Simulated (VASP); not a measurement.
Output of a VASP run:

OUTCAR:
```
 ion  position               nearest neighbor table
   1  0.000  0.000  0.000-   3 2.03   6 2.03   5 2.04   4 2.04   4 2.04   5 2.04
   2  0.500  0.500  0.500-   4 2.03   5 2.03   3 2.04   6 2.04   3 2.04   6 2.04
   3  0.303  0.303  0.000-   1 2.03   2 2.04   2 2.04
   4  0.803  0.197  0.500-   2 2.03   1 2.04   1 2.04
   5  0.197  0.803  0.500-   2 2.03   1 2.04   1 2.04
   6  0.697  0.697  0.000-   1 2.03   2 2.04   2 2.04
  LATTYP: Found a simple tetragonal cell.
 ALAT       =     4.7327280000
 C/A-ratio  =     0.6601731602
 Subroutine PRICEL returns:
 Original cell was already a primitive cell.
 Subroutine GETGRP returns: Found 16 space group operations
The static configuration has the point symmetry D_2h.
 The point group associated with its full space group is D_4h.
The dynamic configuration has the point symmetry D_2h.
 Subroutine INISYM returns: Found 16 space group operations
 Subroutine IBZKPT returns following result:
 Found     24 irreducible k-points:

 Following reciprocal coordinates:
            Coordinates               Weight
  0.000000  0.000000  0.000000      1.000000
  0.250000  0.000000  0.000000      4.000000
  0.500000  0.000000  0.000000      2.000000
  0.250000  0.250000  0.000000      4.000000
  0.500000  0.250000  0.000000      4.000000
  0.500000  0.500000  0.000000      1.000000
  0.000000  0.000000  0.166667      2.000000
  0.250000  0.000000  0.166667      8.000000
  0.500000  0.000000  0.166667      4.000000
  0.250000  0.250000  0.166667      8.000000
  0.500000  0.250000  0.166667      8.000000
  0.500000  0.500000  0.166667      2.000000
  0.000000  0.000000  0.333333      2.000000
  0.250000  0.000000  0.333333      8.000000
  0.500000  0.000000  0.333333      4.000000
  0.250000  0.250000  0.333333      8.000000
  0.500000  0.250000  0.333333      8.000000
  0.500000  0.500000  0.333333      2.000000
  0.000000  0.000000  0.500000      1.000000
  0.250000  0.000000  0.500000      4.000000
  0.500000  0.000000  0.500000      2.000000
  0.250000  0.250000  0.500000      4.000000
  0.500000  0.250000  0.500000      4.000000
  0.500000  0.500000  0.500000      1.000000
   k-points           NKPTS =     24   k-points in BZ     NKDIM =     24   number of bands    NBANDS=     20
   number of dos      NEDOS =    301   number of ions     NIONS =      6
   total plane-waves  NPLWV =  20480
   dimension x,y,z NGX =    32 NGY =   32 NGZ =   20
   dimension x,y,z NGXF=    64 NGYF=   64 NGZF=   40
   ions per type =               2   4
   PREC   = accura    normal or accurate (medium, high low for compatibility)
   ISTART =      0    job   : 0-new  1-cont  2-samecut
   ICHARG =      2    charge: 1-file 2-atom 10-const
   ISPIN  =      1    spin polarized calculation?
   LNONCOLLINEAR =      F non collinear calculations
   LSORBIT =      F    spin-orbit coupling
   INIWAV =      1    electr: 0-lowe 1-rand  2-diag
   ENCUT  =  400.0 eV  29.40 Ry    5.42 a.u.   7.72  7.72  5.10*2*pi/ulx,y,z
   NELM   =    100;   NELMIN=  2; NELMDL= -5     # of ELM steps
   EDIFF  = 0.1E-05   stopping-criterion for ELM
   LREAL  =      F    real-space projection
   NLSPLINE    = F    spline interpolate recip. space projectors
   LMAXMIX     =    2 max onsite mixed and CHGCAR
   VOSKOWN=      0    Vosko Wilk Nusair interpolation
   EDIFFG = 0.1E-04   stopping-criterion for IOM
   NSW    =      0    number of steps for IOM
   NBLOCK =      1;   KBLOCK =      1    inner block; outer block
   IBRION =     -1    ionic relax: 0-MD 1-quasi-New 2-CG
   NFREE  =      0    steps in history (QN), initial steepest desc. (CG)
   ISIF   =      2    stress and relaxation
   ISYM   =      2    0-nonsym 1-usesym 2-fastsym
   TEIN   =    0.0    initial temperature
   TEBEG  =    0.0;   TEEND  =   0.0 temperature during run
   SMASS  =  -3.00    Nose mass-parameter (am)
   PSTRESS=    0.0 pullay stress
   NELECT =      32.0000    total number of electrons
   EFERMI =   0.00;   METHOD = LEGACY
   ISMEAR =    -1;   SIGMA  =   0.02  broadening in eV -4-tet -1-fermi 0-gaus
...
```

**OSZICAR**
```
       N       E                     dE             d eps       ncg     rms          rms(c)
DAV:   1     0.167986244467E+03    0.16799E+03   -0.15633E+04  1000   0.120E+03
DAV:   2    -0.293123893151E+02   -0.19730E+03   -0.18865E+03  1316   0.298E+02
DAV:   3    -0.372442862750E+02   -0.79319E+01   -0.79120E+01  1116   0.636E+01
DAV:   4    -0.372915255858E+02   -0.47239E-01   -0.47226E-01  1092   0.562E+00
DAV:   5    -0.372918204420E+02   -0.29486E-03   -0.29485E-03  1080   0.440E-01    0.897E+00
DAV:   6    -0.349547640298E+02    0.23371E+01   -0.94982E+00  1092   0.223E+01    0.315E+00
DAV:   7    -0.348854041093E+02    0.69360E-01   -0.13410E-01  1028   0.246E+00    0.187E+00
DAV:   8    -0.348475199304E+02    0.37884E-01   -0.41264E-02  1124   0.234E+00    0.151E-01
DAV:   9    -0.348475234769E+02   -0.35465E-05   -0.29804E-03  1108   0.383E-01    0.725E-02
DAV:  10    -0.348475022353E+02    0.21242E-04   -0.35671E-04  1064   0.141E-01    0.727E-03
DAV:  11    -0.348475010919E+02    0.11435E-05   -0.89271E-06  1084   0.229E-02    0.125E-03
DAV:  12    -0.348475011648E+02   -0.72940E-07   -0.17231E-07   624   0.360E-03
   1 F= -.34847501E+02 E0= -.34847501E+02  d E =-.346546E-12
```

### OUTCAR
```
------------------------ aborting loop because EDIFF is reached ----------------------------------------
  FORCE on cell =-STRESS in cart. coord.  units (eV):
  Direction    XX          YY          ZZ          XY          YZ          ZX
  --------------------------------------------------------------------------------------
  Total       -9.3158864     -9.3158864     -9.7301882     -0.0000000      0.0000000      0.0000000
  in kB     -213.2761381   -213.2761381   -222.7610833     -0.0000000      0.0000000      0.0000000
  external PRESSURE =    -216.4377865 kB  Pullay stress =       0.0000000 kB
  volume of cell :       69.98
      direct lattice vectors                 reciprocal lattice vectors
     4.732728000  0.000000000  0.000000000     0.211294628  0.000000000  0.000000000
     0.000000000  4.732728000  0.000000000     0.000000000  0.211294628  0.000000000
     0.000000000  0.000000000  3.124420000     0.000000000  0.000000000  0.320059403
 POSITION                                       TOTAL-FORCE (eV/Angst)
 -----------------------------------------------------------------------------------
      0.00000      0.00000      0.00000         0.000000      0.000000      0.000000
      2.36636      2.36636      1.56221         0.000000      0.000000      0.000000
      1.43402      1.43402      0.00000         0.087998      0.087998      0.000000
      3.80038      0.93235      1.56221         0.087998     -0.087998      0.000000
      0.93235      3.80038      1.56221        -0.087998      0.087998      0.000000
      3.29871      3.29871      0.00000        -0.087998     -0.087998      0.000000
 -----------------------------------------------------------------------------------
    total drift:                                0.000000      0.000000      0.000000
  FREE ENERGIE OF THE ION-ELECTRON SYSTEM (eV)
  ---------------------------------------------------
  free  energy   TOTEN  =       -34.8475011648 eV

  energy  without entropy=      -34.8475011648  energy(sigma->0) =      -34.84750116
```
(Selected blocks of OUTCAR.)

### POSCAR
```
MgF2
1
    4.7327280000     0.0000000000     0.0000000000
    0.0000000000     4.7327280000     0.0000000000
    0.0000000000     0.0000000000     3.1244200000
Mg F
2 4
Direct
  0.0000000000   0.0000000000   0.0000000000
  0.5000000000   0.5000000000   0.5000000000
  0.3030000000   0.3030000000   0.0000000000
  0.8030000000   0.1970000000   0.5000000000
  0.1970000000   0.8030000000   0.5000000000
  0.6970000000   0.6970000000   0.0000000000
```

Task: Reconstruct the remaining input files.

Result: Several could match; the one computed here: the input of the run itself, LDA (Ceperley-Alder, Perdew-Zunger), plane waves, VASP's LDA PAW potentials (set 64).

### KPOINTS
```
Automatic mesh
0
Gamma
4 4 6
0 0 0
```

**INCAR**
```
SYSTEM = MgF2
PREC = Accurate; ENCUT = 400; LREAL = .FALSE.
LASPH = .TRUE.
EDIFF = 1E-6; NELM = 100; ALGO = Normal
ISMEAR = -1; SIGMA = 0.02
ISIF = 2
LWAVE = .FALSE.; LCHARG = .FALSE.
```

POTCAR, in this order: Mg F (LDA.64 set). Program: vasp_std.

At this cut-off the stress carries a Pulay error, which pulls relaxed volumes low.

The structure is a typed MgF2 crystal (P4_2/mnm). The cell was not relaxed at this level. The run is one of a series of settings (GGA removed, POTCAR Mg F (LDA.64 set) against the base run), some of them coarse on purpose.
